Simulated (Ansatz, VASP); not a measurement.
One calculation of Ru, two programs

```
CELL_PARAMETERS angstrom
2.23898 0.00000 0.00000
0.00000 2.23898 0.00000
0.00000 0.00000 2.23898
ATOMIC_POSITIONS crystal
Ru 0.00000 0.00000 0.00000
```

Change from the starting cell: volume scaled by 0.75, PAW files.

Alike in both runs: task single point; functional LDA; k mesh 17 × 17 × 17; occupations fermi-dirac, width 0.1 eV; no spin polarisation.

```csv
,VASP,Ansatz
version,VASP 6.6.1,Ansatz 0.2.0
potentials or method,"VASP PAW LDA potentials, release 64 (Ru_pv)","PAW with Ansatz's default frozen-core files, scalar-relativistic"
plane-wave cutoff (eV),520,420
valence electrons in the cell,14,16
```

|  | VASP | Ansatz | Ansatz less VASP |
| --- | --- | --- | --- |
| pressure (GPa) | 149.8 | 145.5 | -4.28 |

The two sets of potentials don't hold the same shells in valence.

Caveats: the cell as given lies far from equilibrium; so large a pressure means that the cell lies far from this level's equilibrium, or that cutoff or potentials fall short (VASP).
